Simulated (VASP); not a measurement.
HC60N3 (a cell with a defect), 64 atoms in the cell. The cell holds a defect, 64 atoms: a = 7.140 Å, b = 7.140 Å, c = 7.140 Å, α = 90.00°, β = 90.00°, γ = 90.00°. The cell was built by a generator and needn't be a form met in nature.

* Program: VASP 6.6.1
* Task: single point
* Functional: LDA
* Potentials or basis: VASP PAW LDA potentials, release 64 (H, C, N)
* Cutoff: 520 eV
* k mesh: 2 × 2 × 2
* Occupations: gaussian, width 0.03 eV
* Spin: no spin polarisation
* Further INCAR settings: ALGO = Normal; EDIFF = 1e-06

Potentials or basis: VASP PAW LDA potentials, release 64 (H, C, N).

Launch:

```bash
$ cat potpaw_LDA.64/H/POTCAR potpaw_LDA.64/C/POTCAR potpaw_LDA.64/N/POTCAR > POTCAR
$ mpirun -np 1 vasp_std > vasp.out
```

Hardware: 1 thread of Intel(R) Xeon(R) Platinum 8488C (Sapphire Rapids) (shared host).

Problem. How long does it take, and how much memory?

Solution. Run time: 5.2 min on 1 thread of Intel(R) Xeon(R) Platinum 8488C (Sapphire Rapids) (shared host), peak memory 0.4 GiB. Counts: scf iterations 14, k points 4.
